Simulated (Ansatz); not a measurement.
# Platinum, bcc under RPBE: ground state and equation of state, part 2 of 2

What does RPBE give for platinum in the bcc structure? We relax it, solve it on a dense k-mesh, then scale the cell to 7 volumes from 88 to 112 % of the relaxed one and try a fit of the equation of state. Spin polarisation is left out. The k-meshes are 14×14×14 for the relaxation; 23×23×23 for the dense run; 16×16×16 for the volumes.

Ansatz 0.2.0; DFT, RPBE, plane waves (420 eV) with PAW, scalar-relativistic.

**6. The cell scaled to 96 % of its volume**

This is Pt in the bcc structure; at room conditions it is fcc.

Contents of input.yaml:

```yaml
crystal:
  lattice:
    - [-1.570284103, 1.570284103, 1.570284103]
    - [1.570284103, -1.570284103, 1.570284103]
    - [1.570284103, 1.570284103, -1.570284103]
  atoms:
    - { symbol: Pt, position: [0.0, 0.0, 0.0] }
hamiltonian:
  xc: rpbe
  pseudopotentials:
    kind: paw
    azcp:
      Pt: "pseudopotentials/Pt.paw.azcp"
basis:
  ecutwfc: 420
  fft_grid_basis: typed
kpoints:
  mp_grid: { grid: [16, 16, 16], shift: [0, 0, 0] }
magnetization:
  spin_polarized: false
scf:
  occupations: { method: fermi_dirac, width: 0.1 }
  lower_state_search: "off"
output:
  stress: true
```

Log (excerpt; [...] marks lines left out):

```text
Warning: RAYON_NUM_THREADS=2 ignored (pool sized by the plan → 2); use --threads N
[...]
Pseudopotentials: kind: paw
Pseudopotential: Pt, paw, valence charge 18, recommended cutoff 420 eV (normal), <dir>
Functional definition: RPBE
[...]
Crystal: 1 atoms, lattice volume = 15.488 Å³
Basis set: ecut = 420 eV, 321 PW (Γ)
Bands: 13, of which v1, the nominal top of the filled ones, is band 9 counted from 1 (8 counted from 0)
Symmetry: 48 space group operations
Space group: Im-3m (ITA 229), of the structure as read, at distance tolerance 2.5e-5 Å
k-points: 145 of 4096
[...]
SCF iter   1: F=—  HF=-12536.690077 eV  |F-HF|=—  |Δ(HF+E_count)|=         —  Δρ=5.38e-3  dr2=3.11e-3  ethr=1.77e-3  ⟨swp⟩=5.0  Hψ=10304  notcnv=0
[...]
SCF iter   6: F=-12536.690111 eV  HF=-12536.690111 eV  |F-HF|=1.62e-10  |Δ(HF+E_count)|=  7.84e-10  Δρ=1.74e-6  dr2=2.15e-10  ethr=2.09e-11  ⟨swp⟩=1.0  Hψ=5665  notcnv=0
[...]
SCF converged after 6 iterations
Free energy (F): -12536.690111 eV
[...]
E sigma→0 (E₀):  -12536.671018 eV
Entropy (-TS):   -0.038186 eV (-38.186 meV/atom)
Fermi energy:    22.492332 eV
[...]
--- Stress (GPa, compression-positive) ---
       10.043863      -0.000000       0.000000
       -0.000000      10.043863       0.000000
        0.000000       0.000000      10.043863
  P = ⅓ Tr σ = 10.0439 GPa (100.439 kbar)
```

It took 0.74 s on 2 threads of an x86-64 CPU, shared host; peak memory 0.32 GiB.

**7. The cell scaled to 100 % of its volume**

Edit input.yaml of step 6 so:

```diff
@@ -2,5 +2,5 @@
   lattice:
-    - [-1.570284103, 1.570284103, 1.570284103]
-    - [1.570284103, -1.570284103, 1.570284103]
-    - [1.570284103, 1.570284103, -1.570284103]
+    - [-1.5917975175, 1.5917975175, 1.5917975175]
+    - [1.5917975175, -1.5917975175, 1.5917975175]
+    - [1.5917975175, 1.5917975175, -1.5917975175]
   atoms:
```

Log (excerpt; [...] marks lines left out):

```text
Warning: RAYON_NUM_THREADS=2 ignored (pool sized by the plan → 2); use --threads N
[...]
[... 3 set-up lines as earlier in the session ...]
[...]
Crystal: 1 atoms, lattice volume = 16.133 Å³
Basis set: ecut = 420 eV, 321 PW (Γ)
Bands: 13, of which v1, the nominal top of the filled ones, is band 9 counted from 1 (8 counted from 0)
[... 2 set-up lines as earlier in the session ...]
k-points: 145 of 4096
[...]
SCF iter   1: F=—  HF=-12536.709601 eV  |F-HF|=—  |Δ(HF+E_count)|=         —  Δρ=5.38e-3  dr2=3.40e-3  ethr=1.77e-3  ⟨swp⟩=4.9  Hψ=10105  notcnv=0
[...]
SCF iter   6: F=-12536.709528 eV  HF=-12536.709528 eV  |F-HF|=1.26e-10  |Δ(HF+E_count)|=  5.80e-10  Δρ=1.72e-6  dr2=1.84e-10  ethr=2.90e-11  ⟨swp⟩=1.1  Hψ=5677  notcnv=0
[...]
SCF converged after 6 iterations
Free energy (F): -12536.709528 eV
[...]
E sigma→0 (E₀):  -12536.689398 eV
Entropy (-TS):   -0.040259 eV (-40.259 meV/atom)
Fermi energy:    21.305662 eV
[...]
--- Stress (GPa, compression-positive) ---
        0.029295       0.000000       0.000000
       -0.000000       0.029295       0.000000
        0.000000       0.000000       0.029295
  P = ⅓ Tr σ = 0.0293 GPa (0.293 kbar)
```

It took 0.74 s on 2 threads of an x86-64 CPU, shared host; peak memory 0.31 GiB.

**8. The cell scaled to 104 % of its volume**

Edit input.yaml of step 7 so:

```diff
@@ -2,5 +2,5 @@
   lattice:
-    - [-1.5917975175, 1.5917975175, 1.5917975175]
-    - [1.5917975175, -1.5917975175, 1.5917975175]
-    - [1.5917975175, 1.5917975175, -1.5917975175]
+    - [-1.6127446238, 1.6127446238, 1.6127446238]
+    - [1.6127446238, -1.6127446238, 1.6127446238]
+    - [1.6127446238, 1.6127446238, -1.6127446238]
   atoms:
```

Log (excerpt; [...] marks lines left out):

```text
Warning: RAYON_NUM_THREADS=2 ignored (pool sized by the plan → 2); use --threads N
[...]
[... 3 set-up lines as earlier in the session ...]
[...]
Crystal: 1 atoms, lattice volume = 16.779 Å³
Basis set: ecut = 420 eV, 321 PW (Γ)
Bands: 13, of which v1, the nominal top of the filled ones, is band 9 counted from 1 (8 counted from 0)
[... 1 set-up line as earlier in the session ...]
Space group: Im-3m (ITA 229), of the structure as read, at distance tolerance 2.6e-5 Å
k-points: 145 of 4096
[...]
SCF iter   1: F=—  HF=-12536.693753 eV  |F-HF|=—  |Δ(HF+E_count)|=         —  Δρ=5.37e-3  dr2=3.71e-3  ethr=1.77e-3  ⟨swp⟩=4.9  Hψ=10037  notcnv=0
[...]
SCF iter   6: F=-12536.693437 eV  HF=-12536.693437 eV  |F-HF|=2.38e-10  |Δ(HF+E_count)|=   4.54e-9  Δρ=1.46e-6  dr2=1.25e-10  ethr=7.90e-11  ⟨swp⟩=2.0  Hψ=5742  notcnv=0
[...]
SCF converged after 6 iterations
Free energy (F): -12536.693437 eV
[...]
E sigma→0 (E₀):  -12536.672221 eV
Entropy (-TS):   -0.042433 eV (-42.433 meV/atom)
Fermi energy:    20.212330 eV
[...]
--- Stress (GPa, compression-positive) ---
       -7.678625      -0.000000       0.000000
        0.000000      -7.678625      -0.000000
       -0.000000       0.000000      -7.678625
  P = ⅓ Tr σ = -7.6786 GPa (-76.786 kbar)
```

It took 0.71 s on 2 threads of an x86-64 CPU, shared host; peak memory 0.32 GiB.

**9. The cell scaled to 108 % of its volume**

Edit input.yaml of step 8 so:

```diff
@@ -2,5 +2,5 @@
   lattice:
-    - [-1.6127446238, 1.6127446238, 1.6127446238]
-    - [1.6127446238, -1.6127446238, 1.6127446238]
-    - [1.6127446238, 1.6127446238, -1.6127446238]
+    - [-1.6331612801, 1.6331612801, 1.6331612801]
+    - [1.6331612801, -1.6331612801, 1.6331612801]
+    - [1.6331612801, 1.6331612801, -1.6331612801]
   atoms:
```

Log (excerpt; [...] marks lines left out):

```text
Warning: RAYON_NUM_THREADS=2 ignored (pool sized by the plan → 2); use --threads N
[...]
[... 3 set-up lines as earlier in the session ...]
[...]
Crystal: 1 atoms, lattice volume = 17.424 Å³
Basis set: ecut = 420 eV, 321 PW (Γ)
Bands: 13, of which v1, the nominal top of the filled ones, is band 9 counted from 1 (8 counted from 0)
[... 2 set-up lines as earlier in the session ...]
k-points: 145 of 4096
[...]
SCF iter   1: F=—  HF=-12536.650580 eV  |F-HF|=—  |Δ(HF+E_count)|=         —  Δρ=5.37e-3  dr2=4.06e-3  ethr=1.77e-3  ⟨swp⟩=4.9  Hψ=9866  notcnv=0
[...]
SCF iter   6: F=-12536.650113 eV  HF=-12536.650113 eV  |F-HF|=2.49e-10  |Δ(HF+E_count)|=   7.69e-9  Δρ=1.52e-6  dr2=1.51e-10  ethr=6.10e-11  ⟨swp⟩=2.0  Hψ=5775  notcnv=0
[...]
SCF converged after 6 iterations
Free energy (F): -12536.650113 eV
[...]
E sigma→0 (E₀):  -12536.627776 eV
Entropy (-TS):   -0.044674 eV (-44.674 meV/atom)
Fermi energy:    19.202533 eV
[...]
--- Stress (GPa, compression-positive) ---
      -13.569099      -0.000000       0.000000
        0.000000     -13.569099      -0.000000
        0.000000       0.000000     -13.569099
  P = ⅓ Tr σ = -13.5691 GPa (-135.691 kbar)
```

Run time: 0.66 s. Hardware: 2 threads of an x86-64 CPU, shared host; peak memory 0.32 GiB.

**10. The cell scaled to 112 % of its volume**

Edit input.yaml of step 9 so:

```diff
@@ -2,5 +2,5 @@
   lattice:
-    - [-1.6331612801, 1.6331612801, 1.6331612801]
-    - [1.6331612801, -1.6331612801, 1.6331612801]
-    - [1.6331612801, 1.6331612801, -1.6331612801]
+    - [-1.6530798442, 1.6530798442, 1.6530798442]
+    - [1.6530798442, -1.6530798442, 1.6530798442]
+    - [1.6530798442, 1.6530798442, -1.6530798442]
   atoms:
@@ -25 +25,5 @@
   stress: true
+  write_density: true
+  write_potential: true
+  elf: true
+  volumetric_format: npy
```

Log (excerpt; [...] marks lines left out):

```text
Warning: RAYON_NUM_THREADS=2 ignored (pool sized by the plan → 2); use --threads N
[...]
[... 3 set-up lines as earlier in the session ...]
[...]
Crystal: 1 atoms, lattice volume = 18.069 Å³
Basis set: ecut = 420 eV, 369 PW (Γ)
Bands: 13, of which v1, the nominal top of the filled ones, is band 9 counted from 1 (8 counted from 0)
[... 2 set-up lines as earlier in the session ...]
k-points: 145 of 4096
[...]
SCF iter   1: F=—  HF=-12536.586806 eV  |F-HF|=—  |Δ(HF+E_count)|=         —  Δρ=5.40e-3  dr2=4.43e-3  ethr=1.77e-3  ⟨swp⟩=4.9  Hψ=9725  notcnv=0
[...]
SCF iter   6: F=-12536.586058 eV  HF=-12536.586058 eV  |F-HF|=2.89e-10  |Δ(HF+E_count)|=   1.28e-8  Δρ=1.41e-6  dr2=1.08e-10  ethr=4.27e-11  ⟨swp⟩=4.4  Hψ=9127  notcnv=0
[...]
SCF converged after 6 iterations
Free energy (F): -12536.586058 eV
[...]
E sigma→0 (E₀):  -12536.562606 eV
Entropy (-TS):   -0.046904 eV (-46.904 meV/atom)
Fermi energy:    18.267433 eV
[...]
--- Stress (GPa, compression-positive) ---
      -18.025616      -0.000000      -0.000000
       -0.000000     -18.025616       0.000000
        0.000000      -0.000000     -18.025616
  P = ⅓ Tr σ = -18.0256 GPa (-180.256 kbar)
--- Band table (eV; the first three rows and the last of 145) ---
  k-point 0: bands = ["-79.4302", "-33.5410", "-33.5410", "-33.5410", "10.0647", "15.4188", "15.4188", "15.4188", "17.4370", "17.4370", "35.2559", "35.2559", "35.2559"]
[...]
```

It took 0.89 s on 2 threads of an x86-64 CPU, shared host; peak memory 0.32 GiB.

Axes a, b and c in the maps are those of this run's conventional cell (a, b, c = 3.306, 3.306, 3.306 Å).

Density in a lattice plane of the grid's cell (edges 3.31 and 3.31 Å, at 0.000 of the third edge), which holds Pt.

Ten even steps from ' ' (0.15 e/Å³) to '@' (11.91 e/Å³):
```
@@@@%%**==::..                      ..::==**%%@@
%%##**++--::..                      ..::--++**##
**++==--::..                          ..::--==++
----::::..                              ..::::--
......                                      ....
                                                
                                                
                                                
                                                
                                                
                                                
                                                
                                                
                                                
......                                      ....
----::::..                              ..::::--
**++==--::..                          ..::--==++
%%##**++--::..                      ..::--++**##
@@@@%%**==::..                      ..::==**%%@@
@@@@%%##++--..                      ..--++##%%@@
```
Columns run along the first of these edges and rows up along the second, over one cell in 24 and 20 even steps from the bottom left corner. Atoms in the plane (fractional): Pt at (0.00, 0.00).

ELF in the same plane.

Values, 12 rows by 12 columns:
```
0.68 0.67 0.62 0.46 0.29 0.20 0.16 0.20 0.29 0.46 0.62 0.67
0.68 0.62 0.48 0.33 0.24 0.19 0.17 0.19 0.24 0.33 0.49 0.62
0.53 0.46 0.33 0.25 0.21 0.19 0.17 0.19 0.21 0.25 0.33 0.46
0.32 0.29 0.24 0.21 0.19 0.17 0.17 0.17 0.19 0.21 0.24 0.29
0.21 0.20 0.19 0.19 0.17 0.16 0.16 0.16 0.17 0.19 0.19 0.20
0.15 0.16 0.17 0.17 0.17 0.16 0.15 0.16 0.17 0.17 0.17 0.16
0.21 0.20 0.19 0.19 0.17 0.16 0.16 0.16 0.17 0.19 0.19 0.20
0.32 0.29 0.24 0.21 0.19 0.17 0.17 0.17 0.19 0.21 0.24 0.29
0.53 0.46 0.33 0.25 0.21 0.19 0.17 0.19 0.21 0.25 0.33 0.46
0.68 0.62 0.49 0.33 0.24 0.19 0.17 0.19 0.24 0.33 0.48 0.62
0.68 0.67 0.62 0.46 0.29 0.20 0.16 0.20 0.29 0.46 0.62 0.67
0.66 0.68 0.68 0.53 0.32 0.21 0.15 0.21 0.32 0.53 0.68 0.68
```
Columns run along the first of these edges and rows up along the second, over one cell in 12 and 12 even steps from the bottom left corner. Atoms in the plane (fractional): Pt at (0.00, 0.00).

Both are smooth fields of the valence electrons: close to the nuclei they are not physical.

**11. The equation of state**

All volumes keep the relaxed shape and fractional coordinates.

| V (Å³/atom) | E − E₀ (meV/atom) | P from the stress (GPa) | P from the fit (GPa) |
| --- | --- | --- | --- |
| 14.197 | 206.7 | 39.73 | 39.56 |
| 14.843 | 82.8 | 23.00 | 22.74 |
| 15.488 | 18.3 | 10.04 | 9.77 |
| 16.133 | -0.1 | 0.03 | -0.23 |
| 16.779 | 17.1 | -7.68 | -7.93 |
| 17.424 | 61.6 | -13.57 | -13.85 |
| 18.069 | 126.7 | -18.03 | -18.36 |

Fit (Birch-Murnaghan, third order): V₀ = 16.117 Å³/atom, B₀ = 220 GPa, B₀′ = 5.5, largest residual 0.08 meV/atom.

The fit is made to E(σ → 0), while the stress belongs to the free energy F; that is one source of the offset between the two pressures.

**12. Summary of results**

What follows sums up all 2 parts.

```
                      quantity                         value
space group (spins left aside)               Im-3m (No. 229)
             conventional cell                   a = 3.184 Å
                        volume                16.133 Å³/atom
             shortest distance                       2.757 Å
               gap on the mesh  none (levels filled in part)
               relative to fcc                  +91 meV/atom
                   V₀, B₀, B₀′  16.117 Å³/atom, 220 GPa, 5.5
```

What this shows: From the guessed start the volume grew by 6.9 % in 7 steps. Against the reference form of platinum (fcc, computed apart with the same settings) it stands 91 meV/atom higher. No gap shows: it is a metal or semimetal at this level. The fitted modulus is 220 GPa. The symmetry was held, so the structure may be unstable against distortions that break it.
